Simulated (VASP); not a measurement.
# Be (P2_1/m) in VASP: electric field gradients with PBEsol

Aim: the electric field gradients of Be with PBEsol.

Program: VASP 6.6.1. These are calculated values, not measurements. Logs are shortened: lines on timing, memory, paths and dates and some standing lists are left out, and cuts for length are marked.

**1. The cell of the first run**

It takes space group P2_1/m (No. 11, monoclinic). Conventional cell: a = 2.265 Å, b = 3.574 Å, c = 2.265 Å, α = 90.00°, β = 120.00°, γ = 90.00°. Around Be (site symmetry m) lie 12 Be at 2.16 to 2.28 Å.

**2. Electric field gradients, PBEsol (atom 2 (Be) moved by [0.12, 0.0, 0.0] A, crystal datasets)**

Contents of INCAR:

```
  ALGO = Fast
  EDIFF = 1E-8
  ENCUT = 520
  GGA = PS
  ISIF = 2
  ISMEAR = -1
  LASPH = T
  LCHARG = F
  LEFG = T
  LREAL = F
  LWAVE = F
  NBANDS = 9
  NELM = 100
  PREC = Accurate
  SIGMA = 0.05
```

Contents of KPOINTS:

```
k-points
0
Gamma
  21 21 11
```

Contents of POSCAR:

```
Be
1.0
    2.2647826536      0.0000000000      0.0000000000
   -1.1323913268      1.9613593121      0.0000000000
    0.0000000000      0.0000000000      3.5741024600
Be
2
Direct
    0.3333333333      0.6666666667      0.7500000000
    0.7196518835      0.3333333333      0.2500000000
```

Potentials or basis: VASP PAW PBE potentials, release 64 (Be).

Started as:

```sh
$ cat potpaw_PBE.64/Be/POTCAR > POTCAR
$ mpirun -np 1 vasp_std > vasp.out
```

OUTCAR:

```text
EDIFF = 1E-8
   ENCUT = 520
   GGA = PS
   ISIF = 2
   ISMEAR = -1
   LASPH = T
   LREAL = F
   NELM = 100
   PREC = Accurate

 ion  position               nearest neighbor table
   1  0.333  0.667  0.750-   2 2.16   2 2.16   2 2.22   2 2.22   2 2.28   2 2.28
   2  0.720  0.333  0.250-   1 2.16   1 2.16   1 2.22   1 2.22   1 2.28   1 2.28

  LATTYP: Found a hexagonal cell.
 ALAT       =     2.2647826536
 C/A-ratio  =     1.5781216155

  Lattice vectors:

 A1 = (   2.2647826536,   0.0000000000,   0.0000000000)
 A2 = (  -1.1323913268,   1.9613593121,   0.0000000000)
 A3 = (   0.0000000000,   0.0000000000,   3.5741024600)

Analysis of symmetry for initial positions (statically):
=====================================================================
 Subroutine PRICEL returns:
 Original cell was already a primitive cell.

 Routine SETGRP: Setting up the symmetry group for a
 hexagonal supercell.

 Subroutine GETGRP returns: Found  4 space group operations
 (whereof  1 operations were pure point group operations)
 out of a pool of 24 trial point group operations.

The static configuration has the point symmetry C_1 .
 The point group associated with its full space group is C_2h.

Analysis of symmetry for dynamics (positions and initial velocities):
=====================================================================
 Subroutine PRICEL returns:
 Original cell was already a primitive cell.

 Routine SETGRP: Setting up the symmetry group for a
 hexagonal supercell.

 Subroutine GETGRP returns: Found  4 space group operations
 (whereof  1 operations were pure point group operations)
 out of a pool of 24 trial point group operations.

The dynamic configuration has the point symmetry C_1 .
 The point group associated with its full space group is C_2h.

 Subroutine INISYM returns: Found  4 space group operations
 (whereof  1 operations are pure point group operations),
 and found     1 'primitive' translations

----------------------------------------------------------------------------------------

                                     Primitive cell

  volume of cell :      15.8764

  direct lattice vectors                    reciprocal lattice vectors
     2.264782654  0.000000000  0.000000000     0.441543474  0.254925243  0.000000000
    -1.132391327  1.961359312  0.000000000     0.000000000  0.509850487  0.000000000
     0.000000000  0.000000000  3.574102460     0.000000000  0.000000000  0.279790524

  length of vectors
     2.264782654  2.264782654  3.574102460     0.509850487  0.509850487  0.279790524

  position of ions in fractional coordinates (direct lattice)
     0.333333333  0.666666667  0.750000000
     0.719651883  0.333333333  0.250000000

  ion indices of the primitive-cell ions
   primitive index   ion index
                 1           1
                 2           2

----------------------------------------------------------------------------------------

 KPOINTS: k-points

Automatic generation of k-mesh.
 Grid dimensions read from file:
 generate k-points for:   21   21   11

 Generating k-lattice:

  Cartesian coordinates                     Fractional coordinates (reciprocal lattice)
     0.021025880  0.012139297  0.000000000     0.047619048  0.000000000  0.000000000
     0.000000000  0.024278595  0.000000000     0.000000000  0.047619048  0.000000000
     0.000000000  0.000000000  0.025435502     0.000000000  0.000000000  0.090909091

  Length of vectors
     0.024278595  0.024278595  0.025435502

  Shift w.r.t. Gamma in fractional coordinates (k-lattice)
     0.000000000  0.000000000  0.000000000

 Subroutine IBZKPT returns following result:
 ===========================================

 Found   1326 irreducible k-points:

 Following reciprocal coordinates:
            Coordinates               Weight
  0.000000  0.000000  0.000000      1.000000
  0.047619  0.000000  0.000000      2.000000
  0.000000  0.047619  0.000000      2.000000
 -0.047619  0.047619  0.000000      2.000000
  0.095238  0.000000  0.000000      2.000000
  0.000000  0.095238  0.000000      2.000000
[... 16 lines left out ...]
  0.380952  0.000000  0.000000      2.000000
  0.000000  0.380952  0.000000      2.000000
 [... further k-points ...]
   k-points           NKPTS =   1326   k-points in BZ     NKDIM =   1326   number of bands    NBANDS=      9
   number of dos      NEDOS =    301   number of ions     NIONS =      2
   total plane-waves  NPLWV =   9072
   dimension x,y,z NGX =    18 NGY =   18 NGZ =   28
   dimension x,y,z NGXF=    36 NGYF=   36 NGZF=   56
   ions per type =               2
   NGX,Y,Z   is equivalent  to a cutoff of  13.21, 13.21, 13.02 a.u.
   NGXF,Y,Z  is equivalent  to a cutoff of  26.43, 26.43, 26.05 a.u.
 SYSTEM =  unknown system
   PREC   = accura    normal or accurate (medium, high low for compatibility)
   ISTART =      0    job   : 0-new  1-cont  2-samecut
   ICHARG =      2    charge: 1-file 2-atom 10-const
   ISPIN  =      1    spin polarized calculation?
   LNONCOLLINEAR =      F non collinear calculations
   LSORBIT =      F    spin-orbit coupling
   LASPH  =      T    aspherical Exc in radial PAW
   ENCUT  =  520.0 eV  38.22 Ry    6.18 a.u.   4.21  4.21  6.65*2*pi/ulx,y,z
   NELM   =    100;   NELMIN=  2; NELMDL= -5     # of ELM steps
   EDIFF  = 0.1E-07   stopping-criterion for ELM
   LREAL  =      F    real-space projection
   EDIFFG = 0.1E-06   stopping-criterion for IOM
   NSW    =      0    number of steps for IOM
   IBRION =     -1    ionic relax: 0-MD 1-quasi-New 2-CG
   NFREE  =      0    steps in history (QN), initial steepest desc. (CG)
   ISIF   =      2    stress and relaxation
   ISYM   =      2    0-nonsym 1-usesym 2-fastsym
   POTIM  = 0.5000    time-step for ionic-motion
   TEBEG  =    0.0;   TEEND  =   0.0 temperature during run
   PSTRESS=    0.0 pullay stress
   NELECT =       4.0000    total number of electrons
   NUPDOWN=      -1.0000    fix difference up-down
   EMIN   =  10.00;   EMAX   =-10.00  energy-range for DOS
   EFERMI =   0.00;   METHOD = LEGACY
   ISMEAR =    -1;   SIGMA  =   0.05  broadening in eV -4-tet -1-fermi 0-gaus
   EFERMI_NEDOS =   21; number of points for ismear=-14 and -15
   IALGO  =     68    algorithm
   IMIX   =      4    mixing-type and parameters
     AMIX     =   0.40;   BMIX     =  1.00
     AMIX_MAG =   1.60;   BMIX_MAG =  1.00
  volume/ion in A,a.u.               =       7.94        53.57
  Fermi-wavevector in a.u.,A,eV,Ry     =   1.033978  1.953935 14.546129  1.069110
  Thomas-Fermi vector in A             =   2.168251
   LORBIT       =      0    0 simple, 1 ext, 2 COOP (PROOUT), +10 PAW based schemes
   GGA     = PS    functional components
   LHFCALC =     F    Hartree Fock is set to
   AEXX    =    0.0000 exact exchange contribution
   IVDW    =     0    specifies the selected vdW correction
   LEPSILON=     F    determine dielectric tensor
   LRPA    =     F    only Hartree local field effects (RPA)
 non-spin polarized calculation
 RMM-DIIS sequential band-by-band and
  energy-cutoff  :      520.00
  volume of cell :       15.88
 maximum number of plane-waves:       446
 NGX is ok and might be reduce to    18
   NGX =  9   NGY =  9   NGZ = 13

 number of electron       4.0000000 magnetization

 Free energy of the ion-electron system (eV)
  ---------------------------------------------------
  ext. energy  EPLUGINS =         0.00000000
  ---------------------------------------------------
  free energy    TOTEN  =        -7.96771483 eV

  energy without entropy =       -7.96581516  energy(sigma->0) =       -7.96676499

 E-fermi :   7.0317     XC(G=0): -10.5947

 val. band max:        7.0251010857   @ k =   0.2381   0.2381   0.0909
 cond. band min:       7.0366686847   @ k =  -0.2857  -0.3810   0.2727
 fundamental gap:      0.0115675990
 Fermi energy:         7.0316726085

 k-point     1 :       0.0000    0.0000    0.0000
  band No.  band energies     occupation
      1      -4.3385      2.00000
      2       2.5101      2.00000
      3       8.0588      0.00000
      4      22.6312      0.00000
      5      23.4145      0.00000
      6      25.1795      0.00000
      7      26.3877      0.00000
      8      27.8261      0.00000
      9      33.9675      0.00000
[... 265 lines left out ...]
 k-point    24 :       0.0000    0.3810    0.0000
  band No.  band energies     occupation
      1      -0.2049      2.00000
      2       6.3974      1.99999
      3       7.8599      0.00000
      4      13.1090      0.00000
      5      16.9768      0.00000
      6      17.0797      0.00000
      7      19.0971      0.00000
      8      23.5728      0.00000
      9      27.4524      0.00000

 [... further k-points ...]

------------------------ aborting loop because EDIFF is reached ----------------------------------------

  FORCE on cell =-STRESS in cart. coord.  units (eV):
  Direction    XX          YY          ZZ          XY          YZ          ZX
  --------------------------------------------------------------------------------------
  -------------------------------------------------------------------------------------
  Total       -0.1360511     -0.1000939     -0.0476016      0.3329462      0.0000000      0.0000000
  in kB      -13.7297292    -10.1010778     -4.8037654     33.5995859      0.0000000      0.0000000
  external PRESSURE =      -9.5448575 kB  Pullay stress =       0.0000000 kB

 VOLUME and BASIS-vectors are now :
 -----------------------------------------------------------------------------
  energy-cutoff  :      520.00
  volume of cell :       15.88
      direct lattice vectors                 reciprocal lattice vectors
     2.264782654  0.000000000  0.000000000     0.441543474  0.254925243  0.000000000
    -1.132391327  1.961359312  0.000000000     0.000000000  0.509850487  0.000000000
     0.000000000  0.000000000  3.574102460     0.000000000  0.000000000  0.279790524

 POSITION                                       TOTAL-FORCE (eV/Angst)
 -----------------------------------------------------------------------------------
     -0.00000      1.30757      2.68058         0.414964      0.057460      0.000000
      1.25239      0.65379      0.89353        -0.414964     -0.057460      0.000000
 -----------------------------------------------------------------------------------
    total drift:                                0.000000      0.000000      0.000000

  FREE ENERGIE OF THE ION-ELECTRON SYSTEM (eV)
  ---------------------------------------------------
  free  energy   TOTEN  =        -7.9677148293 eV

  energy  without entropy=       -7.9658151602  energy(sigma->0) =       -7.96676499

 Electric field gradients (V/A^2)
---------------------------------------------------------------------
 ion       V_xx      V_yy      V_zz      V_xy      V_xz      V_yz
---------------------------------------------------------------------
   1       0.336     0.241    -0.577    -0.776     0.000     0.000
   2       0.336     0.241    -0.577    -0.776    -0.000    -0.000
---------------------------------------------------------------------

 Electric field gradients after diagonalization (V/A^2)
 (convention: |V_zz| > |V_xx| > |V_yy|)
----------------------------------------------------------------------
 ion       V_xx      V_yy      V_zz     asymmetry (V_yy - V_xx)/ V_zz
----------------------------------------------------------------------
   1      -0.577    -0.489     1.065       0.083
   2      -0.577    -0.489     1.065       0.083
----------------------------------------------------------------------

           NMR quadrupolar parameters

 Cq : quadrupolar parameter    Cq=e*Q*V_zz/h
 eta: asymmetry parameters     (V_yy - V_xx)/ V_zz
 Q  : nuclear electric quadrupole moment in mb (millibarn)
----------------------------------------------------------------------
 ion       Cq(MHz)       eta       Q (mb)
----------------------------------------------------------------------
   1       0.003       0.083       1.000
   2       0.003       0.083       1.000
----------------------------------------------------------------------
```

Wall time 2 min (1 thread of Intel Xeon Platinum 8488C (Sapphire Rapids), shared host); peak memory 0.26 GiB.

What came out:

| Item | Value |
| --- | --- |
| Free energy | -7.9677 eV |
| Pressure | -1.0 GPa |
| Largest force | 0.419 eV/Å |
| Band gap on the k mesh | none (metal or under the smearing width) |

Forces in eV/Å, atoms in the order of the input:
```
Be   0.415  0.057  0.000
Be  -0.415 -0.057  0.000
```

Electric field gradients, principal values (V/Å²):
```
atom     Vxx     Vyy    Vzz
1 Be  -0.489  -0.577  1.065
2 Be  -0.489  -0.577  1.065
```

Caveat: the PAW data sets were made with another functional, which shifts forces and pressure a little.
